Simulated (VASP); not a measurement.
Here is a VASP 6.6.1 calculation.

The input INCAR:

```
SYSTEM = SrCl2
PREC = Accurate
ENCUT = 520
EDIFF = 1E-7
ISMEAR = -1
SIGMA = 0.05
LREAL = .FALSE.
LASPH = .TRUE.
NELM = 100
ALGO = Normal
ISIF = 2
LWAVE = .FALSE.
LCHARG = .FALSE.
GGA = PS
NBANDS = 19
```

Contents of KPOINTS:

```
regular mesh
0
G
  7 7 7
  0 0 0
```

POSCAR

```
SrCl2
1.0
    0.0000000000      3.4883500000      3.4883500000
    3.4883500000      0.0000000000      3.4883500000
    3.4883500000      3.4883500000      0.0000000000
Sr Cl
1 2
Direct
    0.0000000000      0.0000000000      0.0000000000
    0.7500000000      0.7500000000      0.7500000000
    0.2500000000      0.2500000000      0.2500000000
```

Potentials or basis: VASP PAW PBE potentials, release 64 (Sr_sv, Cl).

The run is started by

```sh
$ cat potpaw_PBE.64/Sr_sv/POTCAR potpaw_PBE.64/Cl/POTCAR > POTCAR
$ mpirun -np 1 vasp_std > vasp.out
```

(1) Estimate the pressure.

(2) Estimate the band gap on the k mesh.

Results:

(1) -0.9 GPa.

(2) 5.17 eV, indirect (least direct gap 5.48 eV).

Caveat: the PAW data sets were made with another functional, which shifts forces and pressure a little; an odd mesh through Γ misses points on the zone boundary, where band edges often lie.
